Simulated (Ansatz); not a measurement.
## PbSe: relaxation of cell and atoms with revPBE+D3(BJ)

Crystal: PbSe.

```xyz
2
Lattice="3.7843 0.0000 0.0000 0.0000 3.7843 0.0000 0.0000 0.0000 3.7843" Properties=species:S:1:pos:R:3 pbc="T T T"
Pb    0.0000    0.0000    0.0000
Se    1.8922    1.8922    1.8922
```

Measurements of this composition are mostly on another form, of space group No. 225.

```yaml
Program: Ansatz 0.2.0
Task: relaxation of cell and atoms
Functional: revPBE
Dispersion: D3(BJ)
Potentials_or_basis: Ansatz PAW
Cutoff: "420 eV (not typed: the program's choice for these potentials)"
k_mesh: 7 × 7 × 7
Occupations: fermi-dirac, width 0.05 eV
Spin: no spin polarisation
```

```
Relaxed volume                         : 25.43 Å³/atom
Relaxed cell                           : a = 3.705 Å, b = 3.705 Å, c = 3.705 Å, α = 90.00°, β = 90.00°, γ = 90.00°
Space group after relaxing (to 0.05 Å) : Pm-3m (No. 221)
Energy gained by relaxing              : 16.6 meV/atom
Ionic steps                            : 5
Pressure after relaxing                : 0.0 GPa
Band gap on the k mesh                 : none (metal or under the smearing width)
```

The path:
```csv
step,energy change (eV),largest force (eV/Å),volume (Å³)
1,0.0000,0.0000,54.20
2,-0.0331,0.0000,50.50
3,-0.0335,0.0000,50.92
4,-0.0335,0.0000,50.86
5,-0.0332,0.0000,50.86
```

Final structure:
```
Pb Se
1.0
     3.70507    0.00000    0.00000
     0.00000    3.70507    0.00000
     0.00000    0.00000    3.70507
Pb Se
1 1
Direct
  0.00000 0.00000 0.00000
  0.50000 0.50000 0.50000
```

Levels at points of the mesh, in eV from the Fermi level:
```csv
k point,band 12,band 13,band 14,band 15,band 16,band 17,band 18,band 19
"(0.00, 0.00, 0.00)",-6.85,-1.64,-1.64,-1.64,5.09,5.09,6.57,6.57
```

Run time: 6.9 s on 2 threads of Arm Neoverse N1 (shared host), peak memory 0.33 GiB.

Caveat: the plane-wave basis is chosen anew once the cell has moved, so the energies of steps on either side of that aren't comparable; pairwise dispersion overbinds metals, which lowers pressure and volume; the PAW data sets come from PBE, with cores solved anew for the run's functional, which leaves a small shift of forces and pressure. The run has no spin-orbit coupling, so splittings on Pb are missing.
